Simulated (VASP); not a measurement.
# Ag (Fm-3m) in VASP: elastic constants with LDA

Aim: the elastic constants of Ag with LDA.

Program: VASP 6.6.1. These are calculated values, not measurements. Logs are shortened: lines on timing, memory, paths and dates and some standing lists are left out, and cuts for length are marked.

### Step 1. Starting point

It takes space group Fm-3m (No. 225, cubic). The conventional cell has a = 4.135 Å, b = 4.135 Å, c = 4.135 Å, α = 90.00°, β = 90.00°, γ = 90.00°. Ag (site symmetry m-3m) is surrounded by 12 Ag at 2.92 Å.

### Step 2. Elastic constants, LDA

POSCAR reads:

```
Ag
1.0
    0.0000000000      2.0675000000      2.0675000000
    2.0675000000      0.0000000000      2.0675000000
    2.0675000000      2.0675000000      0.0000000000
Ag
1
Direct
    0.0000000000      0.0000000000      0.0000000000
```

INCAR.step1 reads:

```
PREC = Accurate
ENCUT = 600
EDIFF = 1E-8
ISMEAR = 0
SIGMA = 0.1
LREAL = F
LASPH = T
NELM = 100
ALGO = Fast
ISIF = 3
LWAVE = F
LCHARG = F
GGA = CA
IBRION = 2
NSW = 40
EDIFFG = -0.002
```

INCAR.step2 reads:

```
PREC = Accurate
ENCUT = 600
EDIFF = 1E-8
ISMEAR = 0
SIGMA = 0.1
LREAL = F
LASPH = T
NELM = 100
ALGO = Fast
ISIF = 3
LWAVE = F
LCHARG = F
GGA = CA
IBRION = 6
NFREE = 2
POTIM = 0.015
NSW = 1
```

KPOINTS reads:

```
Automatic mesh
0
Gamma
  22 22 22
```

Potentials or basis: VASP PAW LDA potentials, release 64 (Ag).

Run with:

```sh
cat potpaw_LDA.64/Ag/POTCAR > POTCAR
cp INCAR.step1 INCAR
mpirun -np 1 vasp_std > vasp.out
cp CONTCAR POSCAR
cp INCAR.step2 INCAR
mpirun -np 1 vasp_std > vasp.out
```

OUTCAR:

```text
PREC = Accurate
   ENCUT = 600
   EDIFF = 1E-8
   ISMEAR = 0
   LREAL = F
   LASPH = T
   NELM = 100
   ISIF = 3
   GGA = CA
   IBRION = 6
   NFREE = 2
   POTIM = 0.015
   NSW = 1

 ion  position               nearest neighbor table
   1  0.000  0.000  0.000-

  LATTYP: Found a face centered cubic cell.
 ALAT       =     4.0028554847

  Lattice vectors:

 A1 = (   0.0000000000,   2.0014277423,   2.0014277423)
 A2 = (   2.0014277423,   0.0000000000,   2.0014277423)
 A3 = (   2.0014277423,   2.0014277423,   0.0000000000)

Analysis of symmetry for initial positions (statically):
=====================================================================
 Subroutine PRICEL returns:
 Original cell was already a primitive cell.

 Routine SETGRP: Setting up the symmetry group for a
 face centered cubic supercell.

 Subroutine GETGRP returns: Found 48 space group operations
 (whereof 48 operations were pure point group operations)
 out of a pool of 48 trial point group operations.

The static configuration has the point symmetry O_h .

Analysis of symmetry for dynamics (positions and initial velocities):
=====================================================================
 Subroutine PRICEL returns:
 Original cell was already a primitive cell.

 Routine SETGRP: Setting up the symmetry group for a
 face centered cubic supercell.

 Subroutine GETGRP returns: Found 48 space group operations
 (whereof 48 operations were pure point group operations)
 out of a pool of 48 trial point group operations.

The dynamic configuration has the point symmetry O_h .

 Subroutine INISYM returns: Found 48 space group operations
 (whereof 48 operations are pure point group operations),
 and found     1 'primitive' translations

----------------------------------------------------------------------------------------

                                     Primitive cell

  volume of cell :      16.0343

  direct lattice vectors                    reciprocal lattice vectors
     0.000000000  2.001427742  2.001427742    -0.249821660  0.249821660  0.249821660
     2.001427742  0.000000000  2.001427742     0.249821660 -0.249821660  0.249821660
     2.001427742  2.001427742  0.000000000     0.249821660  0.249821660 -0.249821660

  length of vectors
     2.830446257  2.830446257  2.830446257     0.432703807  0.432703807  0.432703807

  position of ions in fractional coordinates (direct lattice)
     0.000000000  0.000000000  0.000000000

  ion indices of the primitive-cell ions
   primitive index   ion index
                 1           1

----------------------------------------------------------------------------------------

 KPOINTS: Automatic mesh

Automatic generation of k-mesh.
 Grid dimensions read from file:
 generate k-points for:   22   22   22

 Generating k-lattice:

  Cartesian coordinates                     Fractional coordinates (reciprocal lattice)
    -0.011355530  0.011355530  0.011355530     0.045454545  0.000000000  0.000000000
     0.011355530 -0.011355530  0.011355530     0.000000000  0.045454545  0.000000000
     0.011355530  0.011355530 -0.011355530     0.000000000  0.000000000  0.045454545

  Length of vectors
[... 92 lines left out ...]
 maximum number of plane-waves:       550
   NGX = 11   NGY = 11   NGZ = 11

--------------------------------------- Ionic step        1  -------------------------------------------

 number of electron      11.0000002 magnetization

 Free energy of the ion-electron system (eV)
  ---------------------------------------------------
  ext. energy  EPLUGINS =         0.00000000
  ---------------------------------------------------
  free energy    TOTEN  =        -3.78429873 eV

  energy without entropy =       -3.78321579  energy(sigma->0) =       -3.78375726

------------------------ aborting loop because EDIFF is reached ----------------------------------------

  FORCE on cell =-STRESS in cart. coord.  units (eV):
  Direction    XX          YY          ZZ          XY          YZ          ZX
  --------------------------------------------------------------------------------------
  -------------------------------------------------------------------------------------
  Total       -0.0057700     -0.0057700     -0.0057700      0.0000000      0.0000000      0.0000000
  in kB       -0.5765523     -0.5765523     -0.5765523      0.0000000      0.0000000      0.0000000
  external PRESSURE =      -0.5765523 kB  Pullay stress =       0.0000000 kB
[... 86 lines left out ...]
  FREE ENERGIE OF THE ION-ELECTRON SYSTEM (eV)
  ---------------------------------------------------
  free  energy   TOTEN  =        -3.7824369241 eV

  energy  without entropy=       -3.7813885976  energy(sigma->0) =       -3.78191276

[... ionic steps 4 to 12 ...]

--------------------------------------- Ionic step       13  -------------------------------------------

 number of electron      11.0000001 magnetization

------------------------ aborting loop because EDIFF is reached ----------------------------------------
[... 65 lines left out ...]
--------------------------------------- Ionic step       15  -------------------------------------------

 number of electron      11.0000001 magnetization

 Free energy of the ion-electron system (eV)
  ---------------------------------------------------
  ext. energy  EPLUGINS =         0.00000000
  ---------------------------------------------------
  free energy    TOTEN  =        -3.78429822 eV

  energy without entropy =       -3.78321528  energy(sigma->0) =       -3.78375675

 E-fermi :   9.0602     XC(G=0): -12.9484

 val. band max:        9.0391384106   @ k =  -0.4545   0.0909   0.0455
 cond. band min:       9.0614408581   @ k =   0.4545   0.4091   0.0455
 fundamental gap:      0.0223024475
 Fermi energy:         9.0602027468

 k-point     1 :       0.0000    0.0000    0.0000
  band No.  band energies     occupation
      1       0.7499      2.00000
      2       4.0342      2.00000
      3       4.0342      2.00000
      4       4.0342      2.00000
      5       5.2092      2.00000
      6       5.2092      2.00000
      7      25.1765      0.00000
      8      29.0493      0.00000
      9      29.0493      0.00000
[... 265 lines left out ...]
 k-point    24 :      -0.4545    0.0455    0.0000
  band No.  band energies     occupation
      1       2.2876      2.00000
      2       3.9927      2.00000
      3       4.0459      2.00000
      4       5.9402      2.00000
      5       6.0579      2.00000
      6       8.4624      2.00000
      7      13.2285      0.00000
      8      24.4417      0.00000
      9      26.8930      0.00000

 [... further k-points ...]
[... 5 lines left out ...]
  --------------------------------------------------------------------------------------
  -------------------------------------------------------------------------------------
  Total       -0.0054846     -0.0054846     -0.0054846      0.0000000     -0.0000000     -0.0000000
  in kB       -0.5480326     -0.5480326     -0.5480326      0.0000000     -0.0000000     -0.0000000
  external PRESSURE =      -0.5480326 kB  Pullay stress =       0.0000000 kB
[... 16 lines left out ...]
  FREE ENERGIE OF THE ION-ELECTRON SYSTEM (eV)
  ---------------------------------------------------
  free  energy   TOTEN  =        -3.7842982214 eV

  energy  without entropy=       -3.7832152820  energy(sigma->0) =       -3.78375675

 INTERNAL STRAIN TENSORS FROM STRAINED CELLS
 ============================================

 INTERNAL STRAIN TENSOR FOR ION    1 for displacements in x,y,z  (eV/Angst):
          X           Y           Z          XY          YZ          ZX
  --------------------------------------------------------------------------------
  x     0.00000    -0.00000    -0.00000     0.00000     0.00000     0.00000
  y    -0.00000    -0.00000     0.00000    -0.00000     0.00000     0.00000
  z     0.00000     0.00000     0.00000     0.00000     0.00000     0.00000

 INTERNAL STRAIN TENSORS FROM DISPLACED ATOMS
 ============================================

 INTERNAL STRAIN TENSOR FOR ION    1 for displacements in x,y,z  (eV/Angst):
          X           Y           Z          XY          YZ          ZX
  --------------------------------------------------------------------------------
  x     0.00000     0.00000     0.00000     0.00000     0.00000     0.00000
  y     0.00000     0.00000     0.00000     0.00000     0.00000     0.00000
  z     0.00000     0.00000     0.00000     0.00000     0.00000     0.00000

 Eigenvectors and eigenvalues of the dynamical matrix
 ----------------------------------------------------

   1 f  =    0.000000 THz     0.000000 2PiTHz    0.000000 cm-1     0.000000 meV
             X         Y         Z           dx          dy          dz
      0.000000  0.000000  0.000000     1.000000    0.000000    0.000000

   2 f  =    0.000000 THz     0.000000 2PiTHz    0.000000 cm-1     0.000000 meV
             X         Y         Z           dx          dy          dz
      0.000000  0.000000  0.000000     0.000000    1.000000    0.000000

   3 f  =    0.000000 THz     0.000000 2PiTHz    0.000000 cm-1     0.000000 meV
             X         Y         Z           dx          dy          dz
      0.000000  0.000000  0.000000     0.000000    0.000000    1.000000

--------------------------------------------------------------------------------------------------------

 ELASTIC MODULI CONTR FROM IONIC RELAXATION (kBar)
 Direction    XX          YY          ZZ          XY          YZ          ZX
 --------------------------------------------------------------------------------
 XX           0.0000      0.0000      0.0000      0.0000      0.0000      0.0000
 YY           0.0000      0.0000      0.0000      0.0000      0.0000      0.0000
 ZZ           0.0000      0.0000      0.0000      0.0000      0.0000      0.0000
 XY           0.0000      0.0000      0.0000      0.0000      0.0000      0.0000
 YZ           0.0000      0.0000      0.0000      0.0000      0.0000      0.0000
 ZX           0.0000      0.0000      0.0000      0.0000      0.0000      0.0000
 --------------------------------------------------------------------------------

 TOTAL ELASTIC MODULI (kBar)
 Direction    XX          YY          ZZ          XY          YZ          ZX
 --------------------------------------------------------------------------------
 XX        1693.6549   1235.9506   1235.9506      0.0000     -0.0000      0.0000
 YY        1235.9506   1693.6549   1235.9506      0.0000     -0.0000     -0.0000
 ZZ        1235.9506   1235.9506   1693.6549     -0.0000      0.0000      0.0000
 XY           0.0000      0.0000     -0.0000    663.8851      0.0000      0.0000
 YZ          -0.0000     -0.0000      0.0000      0.0000    663.8851      0.0000
 ZX           0.0000     -0.0000      0.0000      0.0000      0.0000    663.8851
 --------------------------------------------------------------------------------
```

It took 29 min on 1 thread of Intel Xeon Platinum 8375C at 2.90GHz (Ice Lake), shared host; peak memory 1 GiB.

Results:

```yaml
Relaxed_volume: 16.03 Å³/atom
Relaxed_cell: a = 2.830 Å, b = 2.830 Å, c = 2.830 Å, α = 60.00°, β = 60.00°, γ = 60.00°
Space_group_after_relaxing_to_0.05_Å: Fm-3m (No. 225)
Elastic_constants_C11_C12_C44: 169, 124, 66 GPa
Voigt_bulk_modulus: 139 GPa
```

Step by step:
| step | energy change (eV) | largest force (eV/Å) | pressure (GPa) | volume (Å³) |
| --- | --- | --- | --- | --- |
| 1 | 0.0000 | 0.0000 | -10.24 | 17.68 |
| 2 | -0.0208 | 0.0000 | 11.91 | 14.94 |
| 3 | -0.0584 | 0.0000 | -0.11 | 16.05 |
| 4 | -0.0584 | 0.0000 | 0.15 | 16.02 |
| 5 | -0.0584 | 0.0000 | -0.13 | 16.05 |
| 6 | -0.0584 | 0.0000 | -0.01 | 16.03 |

Final structure:
```xyz
1
Lattice="0.0000 2.0014 2.0014 2.0014 0.0000 2.0014 2.0014 2.0014 0.0000" Properties=species:S:1:pos:R:3 pbc="T T T"
Ag    0.0000    0.0000    0.0000
```

Elastic tensor in Voigt notation (GPa, in the Cartesian axes of the cell as first typed):
```
169 124 124   0   0   0
124 169 124   0   0   0
124 124 169   0   0   0
  0   0   0  66   0   0
  0   0   0   0  66   0
  0   0   0   0   0  66
```

Clamped-ion elastic tensor (GPa):
```
169 124 124   0   0   0
124 169 124   0   0   0
124 124 169   0   0   0
  0   0   0  66   0   0
  0   0   0   0  66   0
  0   0   0   0   0  66
```
